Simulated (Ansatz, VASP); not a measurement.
**V: VASP beside Ansatz**

INCAR

```
PREC = Accurate
ENCUT = 520
EDIFF = 1E-7
ISMEAR = 1
SIGMA = 0.3
LREAL = F
LASPH = T
NELM = 150
ALGO = Fast
ISIF = 2
LWAVE = F
LCHARG = F
ISPIN = 2
MAGMOM = 2
LORBIT = 11
LMAXMIX = 4
GGA = PE
NBANDS = 16
```

File KPOINTS:

```
Automatic mesh
0
Gamma
  11 11 11
```

Contents of POSCAR:

```
V
1.0
   -1.5101600000      1.5101600000      1.5101600000
    1.5101600000     -1.5101600000      1.5101600000
    1.5101600000      1.5101600000     -1.5101600000
V
1
Direct
    0.0000000000      0.0000000000      0.0000000000
```

Input for Ansatz:

```yaml
crystal:
  lattice:
    - [-1.51016, 1.51016, 1.51016]
    - [1.51016, -1.51016, 1.51016]
    - [1.51016, 1.51016, -1.51016]
  atoms:
    - { symbol: V, position: [0.0, 0.0, 0.0], spin: 2.0 }
magnetization:
  spin_polarized: true
hamiltonian:
  xc: pbe
  pseudopotentials: { kind: paw }
basis:
  ecutwfc: 420
kpoints:
  mp_grid: { grid: [11, 11, 11] }
scf:
  occupations: { method: cold, width: 0.3 }
  lower_state_search: "off"
  max_iter: 70
output:
  forces: true
  stress: true
```

Alike in both runs: task single point; functional PBE; k mesh 11 × 11 × 11; collinear spin.

```csv
,VASP,Ansatz
version,VASP 6.6.1,Ansatz 0.2.0
potentials or method,"VASP PAW PBE potentials, release 64 (V_sv)","PAW, plane waves, scalar-relativistic"
plane-wave cutoff (eV),520,420
occupations,"methfessel-paxton of order 1, width 0.3 eV","cold, width 0.3 eV"
valence electrons in the cell,13,13
```

Ansatz gave:

| Quantity | Value |
| --- | --- |
| pressure (GPa) | -4.1 |
| net moment per atom (μB) | 0.00 |

**Question.** Estimate VASP's values.

**Answer.** Pressure (GPa): -3.8; net moment per atom (μB): 0.00.

Ansatz warned: «seeded_moment_not_kept».
